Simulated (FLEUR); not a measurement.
Bi under changes of volume

One of the cells (35.070 Å³/atom); the others are scaled copies at fixed shape and fractional positions:

```xyz
2
Lattice="2.2675 1.3091 3.9380 -2.2675 1.3091 3.9380 0.0000 -2.6183 3.9380" Properties=species:S:1:pos:R:3 pbc="T T T"
Bi    0.0000    0.0000    9.0495
Bi    0.0000    0.0000    2.7645
```

```yaml
Program: FLEUR MaX-R8.1 (later development tree)
Functional: r2SCAN
Potentials_or_basis: all-electron
Basis: FLAPW
Kmax: 4.1 1/bohr
k_mesh: 7 × 7 × 7
Occupations: fermi-dirac, width 0.05 eV
Spin: no spin polarisation
```

```csv
volume (Å³/atom),energy over the lowest point (meV/atom),gap on the mesh (eV)
32.965,?,?
33.667,23.57,0.31
35.070,2.48,0.29
36.472,0.00,0.27
37.174,4.61,0.26
```

Question: What does the run at 32.965 Å³/atom give?

Answer: Energy over the lowest point 42.53 meV/atom; gap on the mesh 0.33 eV.

Worked out: A Birch-Murnaghan fit of order 2 (a polynomial in V^(-2/3)) to the other rows has its minimum at 35.97 Å³/atom with B0 = V·E''(V) = 48 GPa at fixed shape and positions, which overstates the stiffness. It gives 42.31 meV/atom at 32.965 Å³/atom, against the run's 42.53. A straight line through the other rows of the gap, of slope -0.504 eV per unit of ln V, extrapolates to 0.32 eV, against the run's 0.33.

Energies are extrapolated to zero smearing.

Caveats: the meta-GGA is that of a development version, with a GGA for the radial functions and cores and without core tails; spin-orbit coupling is left out, which as a rule narrows the gap of such compounds by several tenths of an eV; an odd mesh through Γ misses points on the zone boundary, where band edges often lie.
